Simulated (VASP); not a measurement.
Set up this calculation in VASP 6.6.1, as the native input.

```yaml
Task: single point
Functional: PBEsol
Potentials_or_basis: VASP PAW PBE potentials, release 64 (Zr_sv)
Cutoff: 520 eV
k_mesh: 12 × 12 × 1
Occupations: methfessel-paxton, width 0.1 eV
Spin: no spin polarisation
Dipole_correction: yes
Further_INCAR_settings: ALGO = Normal; EDIFF = 1e-06
```

The structure of Zr lies in POSCAR:

```
Zr                                      
1.0
    3.1860372700      0.0000000000      0.0000000000
   -1.5930188700      2.7591887700      0.0000000000
    0.0000000000      0.0000000000     25.2279560000
  Zr            
     5
Direct
     0.3333330000000032    0.6666659999999993    0.3015004544436247
     0.6666669999999968    0.3333340000000007    0.3962191086515175
     0.3333330000000032    0.6666659999999993    0.5000000000000000
     0.6666669999999968    0.3333340000000007    0.6037808913484825
     0.3333330000000032    0.6666659999999993    0.6984995455563753
```

The slab is cut from a database's or a generator's crystal, which needn't be the stable form of the element.

One way to write it, as run:

INCAR

```
PREC = Accurate
ENCUT = 520
EDIFF = 1E-6
ISMEAR = 1
SIGMA = 0.1
LREAL = F
LASPH = T
NELM = 80
ALGO = Normal
ISIF = 2
LWAVE = F
LCHARG = F
LDIPOL = T
IDIPOL = 3
DIPOL = 0.5 0.5 0.500
GGA = PS
LVHAR = T
LVACPOTAV = T
ICORELEVEL = 1
KPAR = 2
```

KPOINTS

```
Automatic mesh
0
Gamma
  12 12 1
```

Potentials or basis: VASP PAW PBE potentials, release 64 (Zr_sv).

Launch:

```bash
$ cat potpaw_PBE.64/Zr_sv/POTCAR > POTCAR
$ mpirun -np 2 vasp_std > vasp.out
```

It gave:

```json
{
  "Largest force": "0.012 eV/Å",
  "Band gap on the k mesh": "none (metal or under the smearing width)",
  "Work function of the upper face": "4.27 eV",
  "Work function of the lower face": "4.27 eV"
}
```

Caveat: the PAW data sets were made with another functional, which shifts forces and pressure a little.

Wall time 2.9 min on 2 MPI ranks on AMD EPYC 7R43 64-Core Processor (Zen 3), on a shared host, peak memory 0.33 GiB a rank.
